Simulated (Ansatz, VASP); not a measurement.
# One calculation of AgCl, two programs

```xyz
4
Lattice="4.0445 0.0000 0.0000 -2.0223 3.5027 0.0000 0.0000 0.0000 6.2624" Properties=species:S:1:pos:R:3 pbc="T T T"
Ag    0.0000    0.0000    0.0000
Ag    0.0000    0.0000    3.1312
Cl    0.0000    2.3351    1.5656
Cl    2.0223    1.1676    4.6968
```

Alike in both runs: task single point; functional r2SCAN; k mesh 6 × 6 × 4; no spin polarisation.

|  | VASP | Ansatz |
| --- | --- | --- |
| version | VASP 6.6.1 | Ansatz 0.2.0 |
| potentials or method | VASP PAW PBE potentials, release 64 (Ag, Cl) | plane waves, PAW |
| plane-wave cutoff (eV) | 520 | 500 |
| occupations | gaussian, width 0.01 eV | fixed |
| valence electrons in the cell | 36 | 52 |

|  | VASP | Ansatz | Ansatz less VASP |
| --- | --- | --- | --- |
| gap on the k mesh at the Fermi level (eV) | 1.43 | 1.48 | +0.050 |
| pressure (GPa) | -1.5 | -1.4 | +0.08 |

The two sets of potentials don't hold the same shells in valence.

Caveats: the PAW data sets were made with another functional, which shifts forces and pressure a little (VASP). r2SCAN opens gaps a little over a GGA but as a rule still falls short of measured ones.
